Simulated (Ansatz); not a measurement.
# Cl: the cost of one run

Computed with Ansatz 0.2.0 (DFT PBE+D3(BJ), scalar-relativistic, plane waves, PAW, unless a step's input says otherwise).

1 further run of the same task is left out (it didn't finish).

### 1 The system as given

The structure is orthorhombic, space group Cmce (No. 64). Conventional cell: a = 6.240 Å, b = 4.480 Å, c = 8.260 Å, α = 90.00°, β = 90.00°, γ = 90.00°. Around Cl (site symmetry m) lie 1 Cl at 2.02 Å.

Coordinates:

```
Cl
1.0
     3.12000   -2.24000    0.00000
     3.12000    2.24000    0.00000
     0.00000    0.00000    8.26000
Cl
4
Direct
  0.13000 0.87000 0.10000
  0.63000 0.37000 0.40000
  0.87000 0.13000 0.90000
  0.37000 0.63000 0.60000
```

Source of the structure: the Crystallography Open Database.

(A quick probe on a coarse mesh, which set the mesh and smearing, is not shown.)

### 3 Full relaxation

input.yaml reads:

```yaml
crystal:
  lattice:
    - [3.12, -2.24, 0.0]
    - [3.12, 2.24, 0.0]
    - [0.0, 0.0, 8.26]
  atoms:
    - { symbol: Cl, position: [0.13, 0.87, 0.1] }
    - { symbol: Cl, position: [0.63, 0.37, 0.4] }
    - { symbol: Cl, position: [0.87, 0.13, 0.9] }
    - { symbol: Cl, position: [0.37, 0.63, 0.6] }
basis:
  ecutwfc: 420
kpoints:
  mp_grid: { grid: [8, 8, 4] }
hamiltonian:
  xc: pbe
  dispersion: d3bj
scf:
  occupations: { method: gaussian, width: 0.02 }
output:
  forces: true
  stress: true
  eigenvalues: true
  write_density: true
  write_potential: true
  elf: true
  volumetric_format: npy
relax:
  adjacent_minimum: "off"
  f_tol: 0.005
  max_steps: 80
  cell: { stress_tol: 0.05 }
```

Started as:

```
$ ansatz run input.yaml --threads 1 --pin off --max-ram 2560MiB --backend cpu --events-out ev --progress --plain --runs-dir out
```

Q: Estimate wall time and peak memory on 1 thread of Intel Xeon 6975P-C (Granite Rapids), shared host.

About 46 s, with a peak of 0.48 GiB.
